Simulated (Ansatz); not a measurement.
# Sn (Immm) in Ansatz: notebook

The runs below take Sn through single point, with PBEsol.

All numbers are computed with Ansatz 0.2.0; they aren't measurements. Logs are shortened: lines on timing, memory, paths and dates and some standing lists are left out, and cuts for length are marked.

### 1 The undisturbed crystal

It takes space group Immm (No. 71, orthorhombic). Conventional cell: a = 3.453 Å, b = 3.551 Å, c = 4.677 Å, α = 90.00°, β = 90.00°, γ = 90.00°. Sn (site symmetry mmm) is surrounded by 12 Sn at 3.41 to 3.55 Å.

This isn't the form of Sn at room conditions, which is tetragonal (white tin).

### 2 Single point, PBEsol, 28.67 Å³/atom (strain_z_fixed_volume = -0.04)

Input file input.yaml:

```yaml
crystal:
  lattice:
    - [-1.7621414879, 1.8121600685, 2.24480832]
    - [1.7621414879, -1.8121600685, 2.24480832]
    - [1.7621414879, 1.8121600685, -2.24480832]
  atoms:
    - { symbol: Sn, position: [0.0, 0.0, 0.0] }
kpoints:
  mp_grid: { grid: [11, 11, 11] }
scf:
  occupations: { method: fermi_dirac, width: 0.05 }
hamiltonian:
  xc: pbesol
  pseudopotentials: { kind: all_electron, lapw: { basis_error: 0.001 } }
output:
  forces: true
  stress: true
  eigenvalues: true
```

Potentials or basis: all-electron LAPW, scalar-relativistic.

Run with:

```console
> ansatz run input.yaml --threads 1 --pin off --max-ram 3072MiB --backend cpu --events-out ev --progress --plain --runs-dir out
```

Standard output:

```text
Warning: RAYON_NUM_THREADS=1 ignored (pool sized by the plan → 1); use --threads N
LAPW: plane waves up to 6.439 Å⁻¹, error target 1.0e-3 eV per atom; small_component_spin mean_spin; Sn in spheres of 1.690 Å, 22 of its electrons in bands, Dirac shells [] (how accurate: hamiltonian.pseudopotentials.lapw.basis_error, Limitations)
Engine: ansatz 0.2.0, aarch64-unknown-linux-gnu
Pseudopotentials: kind: all_electron
Pseudopotential: Sn, LAPW, valence charge 22, lapw/all_electron/scalar/gaussian/Sn, Koelling and Harmon's equation, gaussian nucleus
Functional definition: PBEsol
  exchange = pbesol_x
  correlation = pbesol_c
Crystal: 1 atoms, lattice volume = 28.673 Å³
Basis set: ecut = 157.98050700572907 eV, 129 PW (Γ), exchange–correlation at level 2
Bands: 15, of which v1, the nominal top of the filled ones, is band 11 counted from 1 (10 counted from 0)
Symmetry: 8 space group operations
Space group: Immm (ITA 71), of the structure as read, at distance tolerance 3.1e-5 Å
k-points: 216 of 1331
Non-local potential: Sn, projectors of the file, none
Initial density: superposition of atomic densities (chi_scale 0.1, normalization cell)
Initial wavefunctions: plane waves of lowest kinetic energy (no species holds an atomic orbital)
Functional: x = pbesol(κ = 0.804, μ = 0.12345679012345678), c = pbesol(β = 0.046)
iter 1 solved again at ethr=1.98e-5 eV; its pass at ethr=1.00e-1 eV (dr2=4.36e-3 eV) is discarded
SCF iter   1: F=—  HF=-168014.989561 eV  |F-HF|=—  |Δ(HF+E_count)|=         —  Δρ=4.63e-3  dr2=4.43e-3  ethr=1.98e-5  ⟨swp⟩=3.7  Hψ=23674  notcnv=0
preconditioner: auto → Kerker (q_TF=auto, 2.610 Å⁻¹)  [metal: Δε(μ)=0.010 eV  Ē_g=22.541 eV  σ=0.050 eV  W_gap=0.05  n_scr=12 (ndim 8)  ℏωp=25.9 eV  f_vac=0.000  D(μ)=0.63/eV (n_scr^D=0)]
SCF iter   2: F=—  HF=-168014.975931 eV  |F-HF|=—  |Δ(HF+E_count)|=   1.36e-2  Δρ=2.74e-3  dr2=1.86e-3  ethr=1.98e-5  ⟨swp⟩=2.0  Hψ=9310  notcnv=0
SCF iter   3: F=—  HF=-168014.974679 eV  |F-HF|=—  |Δ(HF+E_count)|=   1.25e-3  Δρ=1.52e-3  dr2=6.92e-4  ethr=8.44e-6  ⟨swp⟩=2.0  Hψ=9309  notcnv=0
SCF iter   4: F=—  HF=-168014.974580 eV  |F-HF|=—  |Δ(HF+E_count)|=   9.85e-5  Δρ=7.49e-4  dr2=1.98e-4  ethr=3.14e-6  ⟨swp⟩=2.0  Hψ=9310  notcnv=0
iter 5 solved again at ethr=3.40e-8 eV; its pass at ethr=8.99e-7 eV (dr2=7.49e-6 eV) is discarded
SCF iter   5: F=—  HF=-168014.974624 eV  |F-HF|=—  |Δ(HF+E_count)|=   4.39e-5  Δρ=1.39e-4  dr2=7.49e-6  ethr=3.40e-8  ⟨swp⟩=2.0  Hψ=15810  notcnv=0
SCF iter   6: F=—  HF=-168014.974625 eV  |F-HF|=—  |Δ(HF+E_count)|=   4.72e-7  Δρ=4.35e-5  dr2=5.87e-7  ethr=3.40e-8  ⟨swp⟩=2.0  Hψ=9309  notcnv=0
SCF iter   7: F=-168014.974625 eV  HF=-168014.974625 eV  |F-HF|=1.75e-10  |Δ(HF+E_count)|=   3.17e-8  Δρ=1.10e-5  dr2=5.20e-8  ethr=2.67e-9  ⟨swp⟩=2.0  Hψ=9309  notcnv=0
SCF 1 converged in 7 iterations: F = -168014.974625 eV  dr2 = 5.20e-8
SCF converged after 7 iterations
Free energy (F): -168014.974625 eV
Harris-Foulkes:  -168014.974625 eV  (|F-HF|=1.75e-10)
Internal energy: -168014.969583 eV  (E = F + TS)
E sigma→0 (E₀):  -168014.972104 eV
Entropy (-TS):   -0.005042 eV (-5.042 meV/atom)
Fermi energy:    12.780203 eV
--- Per-component energies (eV) ---
  E_band       = -720.307616
  E_kinetic    = 176689.425130
  E_xc         = -4421.616848
  E_electrostatic = -340282.777865  (all electrons and nuclei)
  E_smearing   = -0.005042  (= −TS)
  E_closure    = 0.000000  (closes the sum)
  E_atoms      = -168010.797820  (free atoms, spherical and without spin; not in F)
  Σ components = -168014.974625   (vs F -168014.974625, Δ=0.00e0)
  Basis errors (estimates in eV, not in F): energy 2.3e-4 per atom: plane waves 2.2e-4 (1.1e-4 summed), levels above the bands 4.1e-87, relativity 1.1e-8, radial functions 4.1e-6, core shells 8.8e-11; eigenvalues (radial functions only) 1.0e-5; not estimated: angular momenta, meshes, grids; target (lapw.basis_error) 1.0e-3; muffin-tin radii Sn 1.690 Å
--- Forces (eV/Å), atoms counted from 1 ---
  atom   1  Sn    -0.00000000     0.00000000     0.00000000
  max |Σ_I F_I| component: 2.96e-31 eV/Å
--- Stress (GPa, compression-positive) ---
       -4.144327      -0.000000      -0.000000
       -0.000000      -4.223160       0.000000
       -0.000000       0.000000      -2.691479
  P = ⅓ Tr σ = -3.6863 GPa (-36.863 kbar)
--- Band table (eV; the first three rows and the last of 216) ---
  k-point 0: bands = ["-116.5029", "-72.3373", "-72.3359", "-72.3262", "-8.7160", "-8.7036", "-8.6637", "-8.6558", "-8.5953", "1.9902", "19.8716", "19.8754", "20.3519", "23.4840", "23.9115"]
  k-point 1: bands = ["-116.5029", "-72.3374", "-72.3360", "-72.3263", "-8.7162", "-8.6940", "-8.6643", "-8.6495", "-8.5960", "2.1907", "19.0397", "19.1024", "19.5223", "22.1897", "24.0750"]
  k-point 2: bands = ["-116.5029", "-72.3377", "-72.3363", "-72.3265", "-8.7279", "-8.6699", "-8.6565", "-8.6323", "-8.5945", "2.7923", "17.1612", "17.6219", "18.1354", "20.9151", "21.5776"]
  k-point 215: bands = ["-116.5027", "-72.3387", "-72.3373", "-72.3286", "-8.7448", "-8.7112", "-8.5725", "-8.5430", "-8.5389", "8.7969", "10.2323", "13.2696", "13.6334", "17.1130", "18.8747"]
```

Run time: 12 s. Hardware: 1 thread of Arm Neoverse V2, shared host; peak memory 0.32 GiB.

Results:

- Free energy: -168014.9746 eV
- Pressure: -3.7 GPa
- Band gap on the k mesh: none (metal or under the smearing width)

### 3 Single point, PBEsol, 28.67 Å³/atom (strain_z_fixed_volume = -0.02)

input.yaml: that of step 2 with these lines changed.

```diff
@@ -2,5 +2,5 @@
   lattice:
-    - [-1.7621414879, 1.8121600685, 2.24480832]
-    - [1.7621414879, -1.8121600685, 2.24480832]
-    - [1.7621414879, 1.8121600685, -2.24480832]
+    - [-1.7440677641, 1.79357332, 2.29157516]
+    - [1.7440677641, -1.79357332, 2.29157516]
+    - [1.7440677641, 1.79357332, -2.29157516]
   atoms:
```

Potentials or basis: all-electron LAPW, scalar-relativistic.

Run with:

```console
> ansatz run input.yaml --threads 1 --pin off --max-ram 3072MiB --backend cpu --events-out ev --progress --plain --runs-dir out
```

Wall time 14 s (1 thread of Arm Neoverse V2, shared host); peak memory 0.33 GiB.

Results (log left out):

* Free energy: -168014.9794 eV
* Pressure: -3.7 GPa
* Band gap on the k mesh: none (metal or under the smearing width)
